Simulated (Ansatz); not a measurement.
Ansatz input

```yaml
crystal:
  lattice:
    - [2.7599121322, 0.0, 0.0]
    - [-1.3799560661, 2.3901540187, 0.0]
    - [0.0, 0.0, 4.4753356895]
  atoms:
    - { symbol: Ir, position: [0.3333333333, 0.6666666667, 0.25] }
    - { symbol: Ir, position: [0.6666666667, 0.3333333333, 0.75] }
hamiltonian:
  xc: rpbe
  pseudopotentials:
    kind: paw
    azcp:
      Ir: "pseudopotentials/Ir.paw.azcp"
basis:
  ecutwfc: 420
  fft_grid_basis: typed
kpoints:
  mp_grid: { grid: [21, 21, 12], shift: [0, 0, 0] }
magnetization:
  spin_polarized: false
scf:
  occupations: { method: fermi_dirac, width: 0.1 }
```

Output

```
Engine: ansatz 0.2.0, x86_64-unknown-linux-gnu
Pseudopotentials: kind: paw
Pseudopotential: Ir, paw, valence charge 17, recommended cutoff 420 eV (normal) 
Functional definition: RPBE
  parameter kappa = 0.804
  parameter beta = 0.06672455060314922
  exchange = rpbe_x(kappa = kappa, mu = beta*pi^2/3)
  correlation = pbe_c(beta = beta)
Crystal: 2 atoms, lattice volume = 29.522 Å³
Basis set: ecut = 420 eV, 573 PW (Γ)
Bands: 21, of which v1, the nominal top of the filled ones, is band 17 counted from 1 (16 counted from 0)
Symmetry: 24 space group operations
Space group: P63/mmc (ITA 194), of the structure as read, at distance tolerance 3.1e-5 Å
k-points: 336 of 5292
Non-local potential: Ir, projectors of the file, l = 0: 3, l = 1: 2, l = 2: 2, l = 3: 1
PAW form: soft (Blöchl's): semilocal exchange-correlation on the pseudo side does not see the compensation charge
PAW frozen core: Ir, regenerated for the run's functional, and the local potential with it (the file was generated under x = pbe(κ = 0.804, μ = 0.2195149727645171), c = pbe(β = 0.06672455060314922))
PAW one-centre angular grid: Ir, 590 points (default); XC on 64 Gauss nodes
Initial density: superposition of atomic densities (neutral atoms: chi_scale 0, normalization atom), corrected by the library's trained network
Initial wavefunctions: pseudopotential atomic-orbital guess
Functional: x = rpbe, c = pbe(β = 0.06672455060314922)
SCF iter   1: F=—  HF=-23897.391315 eV  |F-HF|=—  |Δ(HF+E_count)|=         —  Δρ=7.56e-3  dr2=4.35e-3  ethr=1.77e-3  ⟨swp⟩=4.5  Hψ=26916  notcnv=0
SCF iter   2: F=—  HF=-23897.396503 eV  |F-HF|=—  |Δ(HF+E_count)|=   5.19e-3  Δρ=4.53e-3  dr2=1.70e-3  ethr=1.28e-5  ⟨swp⟩=2.0  Hψ=12131  notcnv=0
SCF iter   3: F=—  HF=-23897.398852 eV  |F-HF|=—  |Δ(HF+E_count)|=   2.35e-3  Δρ=3.03e-4  dr2=8.29e-6  ethr=5.01e-6  ⟨swp⟩=2.0  Hψ=10111  notcnv=0
SCF iter   4: F=—  HF=-23897.398861 eV  |F-HF|=—  |Δ(HF+E_count)|=   8.49e-6  Δρ=6.89e-5  dr2=1.26e-6  ethr=2.44e-8  ⟨swp⟩=2.0  Hψ=10394  notcnv=0
iter 5 did not close the SCF: its close was put off for the readings that it lacked (scf_convergence_deferred on its scf_iter line)
SCF iter   5: F=-23897.398860 eV  HF=-23897.398860 eV  |F-HF|=3.69e-9  |Δ(HF+E_count)|=   2.10e-7  Δρ=7.80e-6  dr2=9.00e-9  ethr=3.69e-9  ⟨swp⟩=2.7  Hψ=13674  notcnv=0
SCF iter   6: F=-23897.398860 eV  HF=-23897.398860 eV  |F-HF|=3.64e-11  |Δ(HF+E_count)|=   1.98e-9  Δρ=1.87e-6  dr2=4.52e-10  ethr=2.65e-11  ⟨swp⟩=1.0  Hψ=22459  notcnv=0
SCF 1 converged in 6 iterations: F = -23897.398860 eV  dr2 = 4.52e-10
SCF converged after 6 iterations
Free energy (F): -23897.398860 eV
Harris-Foulkes:  -23897.398860 eV  (|F-HF|=3.64e-11)
Internal energy: -23897.316411 eV  (E = F + TS)
E sigma→0 (E₀):  -23897.357636 eV
Entropy (-TS):   -0.082449 eV (-41.225 meV/atom)
Fermi energy:    24.671287 eV
--- Per-component energies (eV) ---
  E_band       = -200.799727
  E_kinetic    = 1243.976495
  E_local      = -2225.012809  (includes V_loc(G=0)·N_el)
  E_nonlocal   = 143.400737
  E_hartree    = 848.712221
  E_xc         = -535.623224
  E_vxc        = -598.938720  (∫ρ·V_xc dr)
  E_paw        = -18473.090507  (= ΣΔE_a)
  E_vpaw       = -461.650692  (= ΣTr[D̂ρ^β])
  E_aug_tail   = 0.000124  (compensation charges beyond the density's cutoff)
  E_ewald      = -4899.616405
  E_core_change = -0.063044  (= ΣΔE_core)
  E_smearing   = -0.082449  (= −TS)
  E_closure    = -0.000000  (closes the sum)
  Σ components = -23897.398860   (vs F -23897.398860, Δ=0.00e0)
```
